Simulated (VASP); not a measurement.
## MnS: equation of state with PBE

The system is MnS.

```
CELL_PARAMETERS angstrom
3.95358 0.00000 0.00000
-1.97679 3.42390 0.00000
0.00000 0.00000 6.34253
ATOMIC_POSITIONS crystal
Mn 0.66667 0.33333 0.49884
Mn 0.33333 0.66667 0.99884
S 0.33333 0.66667 0.62615
S 0.66667 0.33333 0.12615
```

The cell is a database's computed one.

| Quantity | Value |
| --- | --- |
| Program | VASP 6.6.1 |
| Task | equation of state |
| Functional | PBE |
| Potentials or basis | VASP PAW PBE potentials, release 64 (Mn_pv, S) |
| Cutoff | 520 eV |
| k mesh | 8 × 8 × 4 |
| Occupations | fermi-dirac, width 0.05 eV |
| Spin | collinear spin, ferromagnetic start |
| Starting moments | [4.0, 4.0, 0.0, 0.0] μB |

* Equilibrium volume: 22.55 Å³/atom (rough: see the caveat)
* Bulk modulus at fixed shape and positions: 56 GPa (rough)

Energy against volume, from the lowest point:
```tsv
volume (Å³/atom)	energy (meV/atom)
20.176	46.92
20.606	31.06
21.035	18.47
21.464	9.22
21.893	3.17
22.323	0.13
22.752	0.00
```

All runs of the series together: 23 min on 1 thread of Intel(R) Xeon(R) Platinum 8488C (Sapphire Rapids), with other jobs on the host.

Caveat: the fit is doubtful: noisy points or a state that changes with volume; the cell was scaled at fixed shape and fractional positions, which overstates the stiffness of a crystal with free parameters, most of all of layers and chains.
